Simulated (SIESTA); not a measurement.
**TiB2 in SIESTA: convergence with k mesh**

The system is TiB2.

```
CELL_PARAMETERS angstrom
3.02920 0.00000 0.00000
-1.51460 2.62336 0.00000
0.00000 0.00000 3.22840
ATOMIC_POSITIONS crystal
Ti 0.99663 0.98608 0.98473
B 0.65640 0.31348 0.50274
B 0.33149 0.66649 0.49409
```

The cell isn't the ideal one: atoms moved at random, drawn with an rms of 0.05 Å.

```yaml
Program: SIESTA 5.4.2
Task: single point
Functional: LDA
Potentials_or_basis: PseudoDojo 0.4 standard (LDA files)
Basis: DZP (energy shift 0.003 Ry; two zetas on semicore shells)
Grid_cutoff: 800 Ry
Energy_shift: 0.003 Ry
k_mesh: 2 × 2 × 2
Occupations: fermi-dirac, width 0.05 eV
Spin: no spin polarisation
```

These are the settings of the first run; the series varies k mesh, with any setting tied to it.

Hardware: 1 thread of Intel(R) Xeon(R) 6975P-C (Granite Rapids) (shared host).

| k mesh | energy less the tightest run, at zero smearing (meV/atom) | pressure (GPa) | largest force (eV/Å) | gap on the mesh (eV) | SCF cycles | CPU time (s) | peak memory (GiB) |
| --- | --- | --- | --- | --- | --- | --- | --- |
| 2 × 2 × 2 | 215.19 | -3.79 | 0.646 | 0.086 | 13 | 120 | 0.43 |
| 4 × 4 × 3 | 14.49 | -7.21 | 0.879 | 0.150 | 10 | 100 | 0.44 |
| 6 × 6 × 4 | 12.85 | -7.62 | 0.950 | 0.000 | 10 | 110 | 0.43 |
| 7 × 7 × 6 | 1.86 | -7.92 | 0.994 | 0.000 | 10 | 110 | 0.43 |
| 8 × 8 × 7 | -1.65 | -8.02 | 1.017 | 0.000 | 10 | 120 | 0.44 |
| 10 × 10 × 8 | 2.61 | -7.90 | 0.974 | 0.000 | 10 | 130 | 0.43 |
| 12 × 12 × 10 | 0.00 | -7.98 | 0.981 | 0.000 | 10 | 160 | 0.44 |

Against the tightest run, the pressure stays within 0.1 GPa from 7 × 7 × 6 on; the gap on the mesh stays within 0.01 eV from 6 × 6 × 4 on. Not settled before the last step: the energy (to 1 meV/atom), the largest force (to 0.005 eV/Å). Meshes of other sizes hit other points, so gaps and Fermi surfaces needn't settle smoothly. The tightest run that finished is the yardstick and may itself not be fully converged.

Caveat, for the tightest run too: the basis of atomic orbitals isn't converged, which shifts pressures, moduli and gaps.
